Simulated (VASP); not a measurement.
SnTe: single point with r2SCAN

**Measured values to compare with.**

A printed reference work, textbook reports, for a bulk crystal of SnTe at 300 K: band gap 0.18 eV (direct).

The system is SnTe.

```
Sn Te
1.0
     4.51182    0.00000    0.00000
     2.25591    3.90735    0.00000
     2.25591    1.30245    3.68389
Sn Te
1 1
Direct
  0.00000 0.00000 0.00000
  0.50000 0.50000 0.50000
```

```yaml
Program: VASP 6.6.1
Task: single point
Functional: r2SCAN
Potentials_or_basis: VASP PAW PBE potentials, release 64 (Sn_d, Te)
Cutoff: 520 eV
k_mesh: 6 × 6 × 6
Occupations: gaussian, width 0.01 eV
Spin: no spin polarisation
```

```json
{
  "Pressure": "0.0 GPa",
  "Band gap on the k mesh": "0.15 eV, direct"
}
```

Levels at points of the mesh, in eV from the valence-band top:
| k point | band 6 | band 7 | band 8 | band 9 | band 10 | band 11 | band 12 | band 13 | band 14 | band 15 |
| --- | --- | --- | --- | --- | --- | --- | --- | --- | --- | --- |
| (0.00, 0.00, 0.00) | -13.20 | -4.89 | -2.37 | -2.37 | -2.37 | 3.36 | 3.36 | 3.36 | 5.05 | 5.05 |
| (0.50, 0.00, 0.00) | -11.94 | -8.59 | -2.01 | -2.01 | 0.00 | 0.15 | 0.35 | 0.35 | 8.13 | 8.97 |
| (0.50, 0.50, 0.00) | -11.64 | -6.73 | -5.70 | -3.92 | -3.92 | 2.47 | 4.94 | 4.94 | 6.43 | 9.11 |

It took 68 s on 1 thread of Intel(R) Xeon(R) Platinum 8559C (Emerald Rapids) (shared host), peak memory 0.21 GiB.

A measured gap of SnTe is 0.18 eV (direct; 300 K; a printed reference work, textbook); the calculated 0.15 eV misses it by -0.03 eV. Spin-orbit coupling on Sn, Te is left out. The value is that of r2SCAN on a finite k mesh, which can miss the band edges, without temperature or zero-point motion.

Caveat: the PAW data sets were made with another functional, which shifts forces and pressure a little; spin-orbit coupling is left out, which moves the levels of the heavy elements.
